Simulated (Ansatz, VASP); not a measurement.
## GaAs in VASP and in Ansatz

The input INCAR:

```
  PREC = Accurate
  ENCUT = 600
  EDIFF = 1E-7
  ISMEAR = 0
  SIGMA = 0.02
  LREAL = False
  LASPH = True
  NELM = 100
  ALGO = Normal
  ISIF = 3
  LWAVE = False
  LCHARG = False
  IBRION = 2
  NSW = 70
  EDIFFG = -0.005
```

KPOINTS

```
regular mesh
0
Gamma
  12 12 12
```

File POSCAR:

```
GaAs
1.0
    0.0000000000      2.8726923284      2.8726923284
    2.8726923284      0.0000000000      2.8726923284
    2.8726923284      2.8726923284      0.0000000000
Ga As
1 1
Direct
    0.0000000000      0.0000000000      0.0000000000
    0.2500000000      0.2500000000      0.2500000000
```

Input for Ansatz:

```yaml
crystal:
  lattice:
    - [0.0, 2.8726923284, 2.8726923284]
    - [2.8726923284, 0.0, 2.8726923284]
    - [2.8726923284, 2.8726923284, 0.0]
  atoms:
    - { symbol: Ga, position: [0.0, 0.0, 0.0] }
    - { symbol: As, position: [0.25, 0.25, 0.25] }
basis:
  ecutwfc: 420
kpoints:
  mp_grid: { grid: [12, 12, 12] }
hamiltonian:
  xc: lda
scf:
  occupations: { method: gaussian, width: 0.02 }
output:
  forces: true
  stress: true
  eigenvalues: true
relax:
  adjacent_minimum: "off"
  f_tol: 0.005
  max_steps: 50
  cell: { stress_tol: 0.05 }
```

Alike in both runs: task relaxation of cell and atoms; functional LDA; k mesh 12 × 12 × 12; occupations gaussian, width 0.02 eV; no spin polarisation.

|  | VASP | Ansatz |
| --- | --- | --- |
| version | VASP 6.6.1 | Ansatz 0.2.0 |
| potentials or method | VASP PAW LDA potentials, release 64 (Ga_d, As) | scalar-relativistic, plane waves, PAW |
| plane-wave cutoff (eV) | 600 | 420 |
| valence electrons in the cell | 18 | 28 |

|  | VASP | Ansatz | Ansatz less VASP |
| --- | --- | --- | --- |
| gap on the k mesh at the Fermi level, each at its own relaxed structure (eV) | 0.51 | 0.49 | -0.020 |
| relaxed volume (Å³/atom) | 22.08 | 21.99 | -0.083 |
| relaxed cell length with the largest relative difference (Å) | 3.967 | 3.962 | -0.0050 |
| energy change over the relaxation (meV/atom) | -24 | -27 | -2.6 |

The two sets of potentials don't hold the same shells in valence.

A k mesh can miss the band edges. Zero-point motion and thermal expansion aren't in these numbers. LDA usually gives volumes a few per cent too small.
